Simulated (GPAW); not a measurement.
# CaO (Fm-3m) in GPAW: convergence with plane-wave cutoff (eV)

Aim: find how far plane-wave cutoff (eV) must go before the results for CaO settle, at PBE. This setting moves, with any that are tied to it; all else stays.

Everything below comes from runs of GPAW 26.7.0. Logs are shortened: lines on timing, memory, paths and dates and some standing lists are left out, and cuts for length are marked. The log counts tension as positive stress, the text compression.

## 1. The structure

The structure is cubic, space group Fm-3m (No. 225). The conventional cell has a = 4.807 Å, b = 4.807 Å, c = 4.807 Å, α = 90.00°, β = 90.00°, γ = 90.00°. Ca (site symmetry m-3m) is surrounded by 6 O at 2.40 Å. Around O (site symmetry m-3m) lie 6 Ca at 2.40 Å.

The cell is a database's computed one.

## 2. With plane-wave cutoff (eV) 300

The input, run.py:

```python
from ase import Atoms
from ase.dft.bandgap import bandgap
from ase.io import write
from ase.units import GPa
from gpaw import GPAW, PW

atoms = Atoms(['Ca', 'O'],
              cell=[[0.0, 2.403555696, 2.403555696],
                    [2.403555696, 0.0, 2.403555696],
                    [2.403555696, 2.403555696, 0.0]],
              scaled_positions=[[0.0, 0.0, 0.0],
                                [0.5, 0.5, 0.5]],
              pbc=True)

calc = GPAW(mode=PW(300),
            xc='PBE',
            kpts={'size': (10, 10, 10), 'gamma': True},
            occupations={'name': 'fermi-dirac', 'width': 0.05},
            nbands=16,
            convergence={'density': 1e-05, 'energy': 1e-05},
            maxiter=100,
            txt='gpaw.txt')
atoms.calc = calc
energy = atoms.get_potential_energy()
forces = atoms.get_forces()
stress = atoms.get_stress()
calc.write('gs.gpw')
write('result.traj', atoms)
print(f'Energy: {energy:.6f} eV')
print('Forces (eV/A):')
print(forces.round(4))
print('Stress (GPa):', (stress / GPa).round(3))
print('Fermi level:', round(calc.get_fermi_level(), 4), 'eV')
print(f'Gap: {bandgap(calc)[0]:.4f} eV, direct: {bandgap(calc, direct=True)[0]:.4f} eV')
```

Potentials or basis: GPAW PAW data sets (gpaw-data 1.2.1), pw.

Started as:

```sh
> OMP_NUM_THREADS=1 python run.py
```

gpaw.txt:

```text
__  _  _
 | _ |_)|_||  |
 |__||  | ||/\| - 26.7.0

Input parameters:
  mode=PW(ecut=300.0),
  convergence={'density': 1e-05, 'energy': 1e-05},
  kpts=MonkhorstPack(size=(10, 10, 10), gamma=True),
  maxiter=100,
  nbands=16,
  occupations=Occupations(name='fermi-dirac', width=0.05),
  xc=XC(name='PBE')

Diagonalizing LCAO Hamiltonian
Converting LCAO to pw mode

               O

       Ca

Atoms  # Å, Bohr magnetons
|   | symbol |        x |        y |        z |    initial magnetic moments |
|---|--------|----------|----------|----------|-----------------------------|
| 0 |     Ca | 0.000000 | 0.000000 | 0.000000 | ( 0.0000,  0.0000,  0.0000) |
| 1 |      O | 2.403556 | 2.403556 | 2.403556 | ( 0.0000,  0.0000,  0.0000) |

Unit cell  # Å
| periodic |        x |        y |        z |  lengths |    angles |
|----------|----------|----------|----------|----------|-----------|
|      yes | 0.000000 | 2.403556 | 2.403556 | 3.399141 | 60.000000 |
|      yes | 2.403556 | 0.000000 | 2.403556 | 3.399141 | 60.000000 |
|      yes | 2.403556 | 2.403556 | 0.000000 | 3.399141 | 60.000000 |

Number of symmetries: 48
Symmetry operations  # r_c * U_cc + t_c -> r_c
|    | kind |            matrix            |
|----|------|------------------------------|
|  0 |  σ   |  1, 0, 0,  1, 0,-1,  1,-1, 0 |
|  1 |  C2  |  1, 0, 0,  1,-1, 0,  1, 0,-1 |
|  2 |  E   |  1, 0, 0,  0, 1, 0,  0, 0, 1 |
|  3 |  σ   |  1, 0, 0,  0, 0, 1,  0, 1, 0 |
|  4 |  C4  |  1, 0,-1,  1, 0, 0,  1,-1, 0 |
|  5 |  S6  |  1, 0,-1,  1,-1, 0,  1, 0, 0 |
|  6 |  σ   |  1, 0,-1,  0, 1,-1,  0, 0,-1 |
|  7 |  C3  |  1, 0,-1,  0, 0,-1,  0, 1,-1 |
|  8 |  S6  |  1,-1, 0,  1, 0, 0,  1, 0,-1 |
|  9 |  C4  |  1,-1, 0,  1, 0,-1,  1, 0, 0 |
| 10 |  C3  |  1,-1, 0,  0,-1, 1,  0,-1, 0 |
| 11 |  σ   |  1,-1, 0,  0,-1, 0,  0,-1, 1 |
| 12 |  σ   |  0, 1, 0,  1, 0, 0,  0, 0, 1 |
| 13 |  C4  |  0, 1, 0,  0, 1,-1, -1, 1, 0 |
| 14 |  C3  |  0, 1, 0,  0, 0, 1,  1, 0, 0 |
| 15 |  S6  |  0, 1, 0, -1, 1, 0,  0, 1,-1 |
| 16 |  C2  |  0, 1,-1,  1, 0,-1,  0, 0,-1 |
| 17 |  σ   |  0, 1,-1,  0, 1, 0, -1, 1, 0 |
| 18 |  S4  |  0, 1,-1,  0, 0,-1,  1, 0,-1 |
| 19 |  C4  |  0, 1,-1, -1, 1, 0,  0, 1, 0 |
[... 142 lines left out ...]

occupation numbers:
  Fermi-Dirac:
    width: 0.0500  # eV

poisson solver:
  ecut: 2400.0  # eV

xc functional:
  name: PBE with 2 nearest neighbor stencil

convergence criteria:
- Maximum integral of absolute [dens]ity change: 1e-05 electrons / valence electron
- Maximum [total energy] change in last 3 cyles: 1e-05 eV / valence electron
- Maximum integral of absolute [eigenst]ate change: 4e-08 eV^2 / valence electron
maximum number of iterations: 100

SCF iterations
|iter     | |      energy | eigst |  dens |
|---------|-|-------------|-------|-------|
|iter:   1| |   -6.176943 | +0.18 |       |
|iter:   2| |   -6.140632 | -1.72 | -1.05 |
|iter:   3| |   -5.929509 | -2.67 | -1.09 |
|iter:   4| |   -5.850655 | -2.26 | -1.49 |
|iter:   5| |   -5.849912 | -4.39 | -2.37 |
|iter:   6| |   -5.849977 | -5.00 | -2.68 |
|iter:   7| |   -5.850023c| -6.17 | -3.08 |
|iter:   8| |   -5.850025c| -7.71c| -3.99 |
|iter:   9| |   -5.850024c| -8.52c| -4.57 |
|iter:  10| |   -5.850024c| -9.70c| -5.74c|

Converged in 10 steps
Energy contributions relative to reference atoms: (reference = -20551.721533)

Energy contributions:
  Kinetic:         -13.565623
  Coulomb:          21.181859
  Zero:             -0.394631
  External:          0.000000
  Xc:              -13.071630
  Entropy:          -0.000000
  Spinorbit:         0.000000
  ----------------------------
  Free energy:      -5.850024
  Extrapolated:     -5.850024

dipole moment: (-15.835729, -15.835729, -15.835729)  # |e|*Ang

Fermi level: 5.844
Eigenvalues  # (at kpt = [0.000, 0.000, 0.000])
| band index |      eig [eV] | occ [0-2] |
|------------|---------------|-----------|
|          0 |       -32.691 |     2.000 |
|          1 |       -13.471 |     2.000 |
|          2 |       -13.471 |     2.000 |
|          3 |       -13.471 |     2.000 |
|          4 |       -11.979 |     2.000 |
|          5 |         4.882 |     2.000 |
[... 8 lines left out ...]
|         14 |        19.861 |     0.000 |
|         15 |        27.544 |     0.000 |

Gap: 3.694 eV
Transition (v -> c):
  (s=0, k=0, n=7, [0.00, 0.00, 0.00]) -> (s=0, k=41, n=8, [0.50, 0.50, 0.00])
Direct/indirect transitions are different
Direct gap: 4.065 eV
Transition at: (s=0, k=41, n=7, [0.50, 0.50, 0.00])

Forces  # eV/Ang
|       x |       y |        z |
|---------|---------|----------|
| 0.00000 | 0.00000 | -0.00000 |  # Ca   0
| 0.00000 | 0.00000 | -0.00000 |  # O    1

Stress tensor  # eV/Ang^3
|         x |         y |         z |
|-----------|-----------|-----------|
|  0.645544 |  0.000000 | -0.000000 |
|  0.000000 |  0.645544 | -0.000000 |
| -0.000000 | -0.000000 |  0.645544 |

# Writing to gs.gpw (mode='')
```

Run time: 7.4 s. Hardware: 1 thread of Arm Neoverse V1, shared host; peak memory 0.12 GiB.

What came out:

- Free energy: -5.8500 eV
- Pressure: -103.4 GPa
- Band gap on the k mesh: 3.69 eV, indirect (least direct gap 4.06 eV)

## 3. With plane-wave cutoff (eV) 350

run.py: that of step 2 with these lines changed.

```diff
@@ -14,3 +14,3 @@
 
-calc = GPAW(mode=PW(300),
+calc = GPAW(mode=PW(350),
             xc='PBE',
```

Potentials or basis: GPAW PAW data sets (gpaw-data 1.2.1), pw.

Started as:

```sh
> OMP_NUM_THREADS=1 python run.py
```

It took 8.1 s on 1 thread of Arm Neoverse V1, shared host; peak memory 0.13 GiB.

What came out:

- Free energy: -9.3601 eV
- Pressure: -65.3 GPa
- Band gap on the k mesh: 3.62 eV, indirect (least direct gap 3.99 eV)

## 4. With plane-wave cutoff (eV) 400

run.py: that of step 3 with these lines changed.

```diff
@@ -14,3 +14,3 @@
 
-calc = GPAW(mode=PW(350),
+calc = GPAW(mode=PW(400),
             xc='PBE',
```

Started as:

```sh
> OMP_NUM_THREADS=1 python run.py
```

Run time: 8.2 s. Hardware: 1 thread of Arm Neoverse V1, shared host; peak memory 0.13 GiB.

Results:

```yaml
Free_energy: -11.2595 eV
Pressure: -37.7 GPa
Band_gap_on_the_k_mesh: 3.75 eV, indirect (least direct gap 4.02 eV)
```

## 5. With plane-wave cutoff (eV) 500

run.py: that of step 4 with these lines changed.

```diff
@@ -14,3 +14,3 @@
 
-calc = GPAW(mode=PW(400),
+calc = GPAW(mode=PW(500),
             xc='PBE',
```

Started as:

```sh
> OMP_NUM_THREADS=1 python run.py
```

Run time: 14 s. Hardware: 1 thread of Arm Neoverse V1, shared host; peak memory 0.14 GiB.

What came out:

* Free energy: -12.6817 eV
* Pressure: -10.3 GPa
* Band gap on the k mesh: 3.69 eV, indirect (least direct gap 4.05 eV)

## 6. With plane-wave cutoff (eV) 600

run.py: that of step 5 with these lines changed.

```diff
@@ -14,3 +14,3 @@
 
-calc = GPAW(mode=PW(500),
+calc = GPAW(mode=PW(600),
             xc='PBE',
```

Potentials or basis: GPAW PAW data sets (gpaw-data 1.2.1), pw.

Started as:

```sh
> OMP_NUM_THREADS=1 python run.py
```

It took 13 s on 1 thread of Arm Neoverse V1, shared host; peak memory 0.14 GiB.

Results (log left out):

* Free energy: -13.0271 eV
* Pressure: -1.2 GPa
* Band gap on the k mesh: 3.69 eV, indirect (least direct gap 4.07 eV)

## 7. With plane-wave cutoff (eV) 700

run.py: that of step 6 with these lines changed.

```diff
@@ -14,3 +14,3 @@
 
-calc = GPAW(mode=PW(600),
+calc = GPAW(mode=PW(700),
             xc='PBE',
```

Started as:

```sh
> OMP_NUM_THREADS=1 python run.py
```

Wall time 20 s (1 thread of Arm Neoverse V1, shared host); peak memory 0.15 GiB.

It converged, with:

| Quantity | Value |
| --- | --- |
| Free energy | -13.1011 eV |
| Pressure | 1.5 GPa |
| Band gap on the k mesh | 3.69 eV, indirect (least direct gap 4.07 eV) |

## 8. With plane-wave cutoff (eV) 800

run.py: that of step 7 with these lines changed.

```diff
@@ -14,3 +14,3 @@
 
-calc = GPAW(mode=PW(700),
+calc = GPAW(mode=PW(800),
             xc='PBE',
```

Started as:

```sh
> OMP_NUM_THREADS=1 python run.py
```

Wall time 25 s (1 thread of Arm Neoverse V1, shared host); peak memory 0.16 GiB.

Results (log left out):

```yaml
Free_energy: -13.1129 eV
Pressure: 2.2 GPa
Band_gap_on_the_k_mesh: 3.69 eV, indirect (least direct gap 4.07 eV)
```

## 9. With plane-wave cutoff (eV) 1000

run.py: that of step 8 with these lines changed.

```diff
@@ -14,3 +14,3 @@
 
-calc = GPAW(mode=PW(800),
+calc = GPAW(mode=PW(1000),
             xc='PBE',
```

Potentials or basis: GPAW PAW data sets (gpaw-data 1.2.1), pw.

Started as:

```sh
> OMP_NUM_THREADS=1 python run.py
```

Run time: 24 s. Hardware: 1 thread of Arm Neoverse V1, shared host; peak memory 0.18 GiB.

Results (log left out):

```
Free energy            : -13.1140 eV
Pressure               : 2.2 GPa
Band gap on the k mesh : 3.69 eV, indirect (least direct gap 4.07 eV)
```

## 10. With plane-wave cutoff (eV) 1200

run.py: that of step 9 with these lines changed.

```diff
@@ -14,3 +14,3 @@
 
-calc = GPAW(mode=PW(1000),
+calc = GPAW(mode=PW(1200),
             xc='PBE',
```

Started as:

```sh
> OMP_NUM_THREADS=1 python run.py
```

Wall time 39 s (1 thread of Arm Neoverse V1, shared host); peak memory 0.2 GiB.

It converged, with:

```
Free energy            : -13.1145 eV
Pressure               : 2.2 GPa
Band gap on the k mesh : 3.69 eV, indirect (least direct gap 4.07 eV)
```

## 11. The series at a glance

```
plane-wave cutoff (eV)  energy less the tightest run, at zero smearing (meV/atom)  pressure (GPa)  gap on the mesh (eV)  SCF cycles  CPU time (s)  peak memory (GiB)
                   300                                                    3632.25         -103.43                 3.694          10           7.4               0.12
                   350                                                    1877.20          -65.26                 3.619          10           8.1               0.13
                   400                                                     927.49          -37.66                 3.749          10           8.2               0.13
                   500                                                     216.42          -10.34                 3.695          10            14               0.14
                   600                                                      43.71           -1.16                 3.693          10            13               0.14
                   700                                                       6.72            1.53                 3.691          10            20               0.15
                   800                                                       0.82            2.16                 3.691          10            25               0.16
                  1000                                                       0.24            2.25                 3.691          10            24               0.18
                  1200                                                       0.00            2.24                 3.691          10            39                0.2
```

Against the tightest run, the energy stays within 1 meV/atom from 800 on; the pressure stays within 0.1 GPa from 800 on; the gap on the mesh stays within 0.01 eV from 500 on. The tightest run that finished is the yardstick and may itself not be fully converged.
